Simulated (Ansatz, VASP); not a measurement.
Two plane-wave programs on Ta

Contents of INCAR:

```
SYSTEM = Ta
ALGO = Normal ; EDIFF = 1E-6
ENCUT = 520 ; GGA = PS
ISIF = 2 ; ISMEAR = -1
LASPH = .TRUE. ; LCHARG = .TRUE.
LELF = .TRUE. ; LREAL = .FALSE.
LVHAR = .TRUE. ; LWAVE = .FALSE.
NBANDS = 12 ; NELM = 60
PREC = Accurate ; SIGMA = 0.1
```

File KPOINTS:

```
k-points
0
G
  14 14 14
  0 0 0
```

The input POSCAR:

```
Ta
1.0
   -1.6411899148      1.6411899148      1.6411899148
    1.6411899148     -1.6411899148      1.6411899148
    1.6411899148      1.6411899148     -1.6411899148
Ta
1
Direct
    0.0000000000      0.0000000000      0.0000000000
```

Input for Ansatz:

```yaml
crystal:
  lattice:
    - [-1.6411899148, 1.6411899148, 1.6411899148]
    - [1.6411899148, -1.6411899148, 1.6411899148]
    - [1.6411899148, 1.6411899148, -1.6411899148]
  atoms:
    - { symbol: Ta, position: [0.0, 0.0, 0.0] }
kpoints:
  mp_grid: { grid: [14, 14, 14] }
scf:
  occupations: { method: fermi_dirac, width: 0.1 }
hamiltonian:
  xc: pbesol
  pseudopotentials: { kind: paw }
output:
  forces: true
  stress: true
  eigenvalues: true
  eigenstates:
    nscf_kmesh: { grid: [24, 24, 24] }
    de_dk: true
    e_range: [-14, 14]
  optics:
    e_range: [0, 20]
    de: 0.2
    sigma: 0.25
    bands: { spectra_wanted_up_to: 20 }
    nscf_kmesh: { grid: [24, 24, 24] }
    drude_damping: 0.03
checkpoint:
  write: ck
  write_wavefunctions: false
```

Alike in both runs: task single point; functional PBEsol; k mesh 14 × 14 × 14; occupations fermi-dirac, width 0.1 eV; no spin polarisation.

|  | VASP | Ansatz |
| --- | --- | --- |
| version | VASP 6.6.1 | Ansatz 0.2.0 |
| potentials or method | VASP PAW PBE potentials, release 64 (Ta_pv) | PAW with Ansatz's default frozen-core files, scalar-relativistic |
| plane-wave cutoff (eV) | 520 | 420 |
| valence electrons in the cell | 11 | 13 |

Ansatz gave:

```
pressure (GPa) : 0.0
```

Question: Which values does VASP return?

Answer: Pressure (GPa): 0.2.

The functional is the same, so the differences come from potentials, cutoffs and numerics. The two sets of potentials don't hold the same shells in valence. Ansatz warned: «optics_on_partly_filled_bands».

Caveats: the PAW data sets were made with another functional, which shifts forces and pressure a little (VASP). The runs have no spin-orbit coupling, so splittings on Ta are missing.
